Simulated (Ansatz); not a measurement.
# SnTe: how the settings move a single-point run

Aim: see which settings change the result for SnTe, by how much, and at what cost. The cell is built on a prototype (CsCl type) and needn't be the phase found in nature.

Method: reference: DFT, PBE, plane waves, PAW, in Ansatz 0.2.0.

6 further runs of the same task are left out: 1 for a known fault of the program, 5 that didn't finish.

## Step 1: The starting structure

It takes space group Pm-3m (No. 221, cubic). Conventional cell: a = 3.892 Å, b = 3.892 Å, c = 3.892 Å, α = 90.00°, β = 90.00°, γ = 90.00°. Around Sn (site symmetry m-3m) lie 8 Te at 3.37 Å. Around Te (site symmetry m-3m) lie 8 Sn at 3.37 Å.

Structure file:

```xyz
2
Lattice="3.8918 0.0000 0.0000 0.0000 3.8918 0.0000 0.0000 0.0000 3.8918" Properties=species:S:1:pos:R:3 pbc="T T T"
Sn    0.0000    0.0000    0.0000
Te    1.9459    1.9459    1.9459
```

## Step 2: Reference

input.yaml reads:

```yaml
crystal:
  lattice:
    - [3.8918236295, 0.0, 0.0]
    - [0.0, 3.8918236295, 0.0]
    - [0.0, 0.0, 3.8918236295]
  atoms:
    - { symbol: Sn, position: [0.0, 0.0, 0.0] }
    - { symbol: Te, position: [0.5, 0.5, 0.5] }
kpoints:
  mp_grid: { grid: [4, 4, 4] }
hamiltonian:
  xc: pbe
scf:
  occupations: { method: fermi_dirac, width: 0.02 }
  n_extra_bands: 4
output:
  forces: true
  stress: true
  eigenvalues: true
```

Run with:

```
$ ansatz run input.yaml --threads 4 --pin off --max-ram 3686MiB --backend cpu --events-out ev --progress --plain --runs-dir out
```

## Step 3: Changing settings: occupations.method cold, occupations.width 0.5

input.yaml, as its differences from that of step 2:

```diff
@@ -13,3 +13,3 @@
 scf:
-  occupations: { method: fermi_dirac, width: 0.02 }
+  occupations: { method: cold, width: 0.5 }
   n_extra_bands: 4
```

## Step 4: Changed: occupations.width 0.05

input.yaml, as its differences from that of step 2:

```diff
@@ -13,3 +13,3 @@
 scf:
-  occupations: { method: fermi_dirac, width: 0.02 }
+  occupations: { method: fermi_dirac, width: 0.05 }
   n_extra_bands: 4
```

## Step 5: Changed: mp_grid.grid [5, 5, 5]

input.yaml, as its differences from that of step 2:

```diff
@@ -9,3 +9,3 @@
 kpoints:
-  mp_grid: { grid: [4, 4, 4] }
+  mp_grid: { grid: [5, 5, 5] }
 hamiltonian:
```

## Step 6: Changing settings: ecutwfc 750

input.yaml, as its differences from that of step 2:

```diff
@@ -19 +19,3 @@
   eigenvalues: true
+basis:
+  ecutwfc: 750
```

## Step 7: Changing settings: occupations.method methfessel_paxton, occupations.width 0.05

input.yaml, as its differences from that of step 2:

```diff
@@ -13,3 +13,3 @@
 scf:
-  occupations: { method: fermi_dirac, width: 0.02 }
+  occupations: { method: methfessel_paxton, width: 0.05 }
   n_extra_bands: 4
```

## Step 8: Variant: ecutwfc 300

input.yaml, as its differences from that of step 2:

```diff
@@ -19 +19,3 @@
   eigenvalues: true
+basis:
+  ecutwfc: 300
```

What does the calculation give? Wanted: for each run, ending; energy change; pressure; gap; force.

As calculated:

```csv
run,ending,energy change,pressure (GPa),gap (eV),force (eV/Å),cycles,time
reference,converged,0,-0.1,0.00,0.00,9,1.2 s
"1: occupations.method cold, occupations.width 0.5",converged,-9.2 meV/atom (σ→0),0.6,0.00,0.00,7,1 s
2: occupations.width 0.05,converged,-2.8 meV/atom (σ→0),0.2,0.00,0.00,7,1.6 s
"3: mp_grid.grid [5, 5, 5]",converged,-91.3 meV/atom,-0.1,0.00,0.00,6,1.1 s
4: ecutwfc 750,converged,-1.0 meV/atom,-0.1,0.00,0.00,9,1.9 s
"5: occupations.method methfessel_paxton, occupations.width 0.05",converged,+0.5 meV/atom (σ→0),-0.2,0.00,0.00,10,1.3 s
6: ecutwfc 300,converged,+50.0 meV/atom,-0.1,0.00,0.00,8,0.99 s
```

Residual by cycle in the longest SCF loop of each run; runs are numbered as in the table. The quantity is the density residual dr2, in eV.

```csv
cycle,reference,run 1,run 2,run 3,run 4,run 5,run 6
1,0.0346,0.00384,0.016,4.4e-4,0.0346,0.0357,0.0353
2,0.00957,0.00104,0.00493,1.8e-4,0.00964,0.00861,0.0135
3,0.00185,4.8e-5,8.9e-5,1.7e-5,0.00185,0.00601,0.00161
4,0.00233,1.5e-5,2.1e-5,3.0e-6,0.00266,0.0115,8.5e-4
5,0.00123,1.9e-6,7.6e-6,4.8e-8,0.00129,0.00757,3.6e-4
6,1.1e-4,1.7e-7,4.8e-7,8.2e-9,8.2e-5,1.2e-4,4.5e-5
7,2.7e-6,5.8e-9,1.9e-8,-,2.0e-6,2.0e-5,2.0e-6
8,5.7e-8,-,-,-,1.1e-7,1.2e-7,8.0e-8
9,1.4e-8,-,-,-,1.4e-8,2.0e-7,-
10,-,-,-,-,-,4.4e-9,-
```

Semilocal functionals close small gaps, so the missing gap need not be the real solid's. Run 6 ran under the cutoff that the potentials recommend, as the log warns, so basis error is mixed into its values.
